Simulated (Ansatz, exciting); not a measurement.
Given: the input of a run of Ansatz 0.2.0 on Sb. The given cell was strained at random by a few per cent at fixed volume. This isn't the form of Sb at room conditions, which is rhombohedral.

input.yaml

```yaml
crystal:
  lattice:
    - [-1.911675, 1.898596, 1.910974]
    - [1.866448, -1.924218, 1.891369]
    - [1.825833, 1.838376, -1.936596]
  atoms:
    - { symbol: Sb, position: [0.00668, 0.002122, 0.017737] }
hamiltonian:
  xc: pbesol
  pseudopotentials: { kind: paw }
kpoints:
  mp_grid: { grid: [10, 10, 10] }
scf:
  occupations: { method: fermi_dirac, width: 0.05 }
output:
  forces: true
  stress: true
  eigenvalues: true
```

Potentials or basis: Ansatz PAW.

The run is started by

```sh
$ ansatz run input.yaml --threads 1 --pin off --max-ram 3584MiB --backend cpu --events-out ev --progress --plain --runs-dir out
```

Question: Set up the same calculation for exciting (release sodium). Potentials or basis there: all-electron LAPW+lo, shipped species files, valence relativity iora*.

Answer: As run (cutoffs and basis follow the program's own potentials, and thresholds, step limits or extra output files can differ):

File input.xml:

```xml
<input>
  <title>Sb</title>
  <structure speciespath="./" tshift="false">
    <crystal scale="1">
      <basevect>-3.612542189294 3.587826461310 3.611217491281</basevect>
      <basevect>3.527075545856 -3.636245024075 3.574169410607</basevect>
      <basevect>3.450324319304 3.474027154085 -3.659636054046</basevect>
    </crystal>
    <species speciesfile="Sb.xml" rmt="2.3">
      <atom coord="0.006680000000 0.002122000000 0.017737000000"/>
    </species>
  </structure>
  <groundstate do="fromscratch" ngridk="10 10 10" rgkmax="9" gmaxvr="14" lmaxapw="10" lmaxmat="10" lmaxvr="8" xctype="GGA_PBE_SOL" stype="Fermi Dirac" swidth="0.00183747" nempty="8" ValenceRelativity="iora*" epsengy="1e-05" epspot="1e-05" maxscl="60" tforce="true" outputlevel="normal"/>
</input>
```

Potentials or basis: all-electron LAPW+lo, shipped species files, valence relativity iora*.

Run with:

```bash
$ OMP_NUM_THREADS=1 exciting_smp
```

Both were run:

|  | Ansatz | exciting |
| --- | --- | --- |
| Energy over the undisturbed cell | 2.3 meV/atom | 2.3 meV/atom |

Ansatz's potentials were made for PBE.

Where Ansatz's input types no cutoff or centring, it takes its own default and a Γ-centred mesh.
